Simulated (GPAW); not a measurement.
The system is BaTe.

```xyz
2
Lattice="4.2625 0.0000 0.0000 0.0000 4.2625 0.0000 0.0000 0.0000 4.2625" Properties=species:S:1:pos:R:3 pbc="T T T"
Ba    0.0000    0.0000    0.0000
Te    2.1312    2.1312    2.1312
```

The cell comes from a database or a generator and needn't be the stable form of this composition.

- Program: GPAW 26.7.0
- Task: single point
- Functional: PBE
- Potentials or basis: GPAW PAW data sets (gpaw-data 1.2.1)
- Cutoff: 600 eV
- Basis: pw
- k mesh: 6 × 6 × 6
- Occupations: fermi-dirac, width 0.05 eV
- Spin: no spin polarisation

On this cell: pressure -0.1 GPa; largest force zero by symmetry; band gap on the k mesh 0.81 eV, indirect (least direct gap 1.01 eV).

The same run follows on a disturbed copy (atoms moved at random, drawn with an rms of 0.05 Å):

```xyz
2
Lattice="4.2625 0.0000 0.0000 0.0000 4.2625 0.0000 0.0000 0.0000 4.2625" Properties=species:S:1:pos:R:3 pbc="T T T"
Ba   -0.0110   -0.0273    0.0331
Te    2.1769    2.1609    2.1486
```

Task: What does the disturbed cell give?

Result: The energy moves by +1.5 meV/atom; pressure -0.1 GPa; largest force 0.073 eV/Å; band gap on the k mesh 0.83 eV, indirect (least direct gap 1.02 eV).

Forces in eV/Å, atoms in the order of the input:
```
Ba   0.050  0.050 -0.014
Te  -0.050 -0.050  0.014
```

Caveats: spin-orbit coupling is left out, which moves the levels of the heavy elements.

A k mesh can miss the band edges.
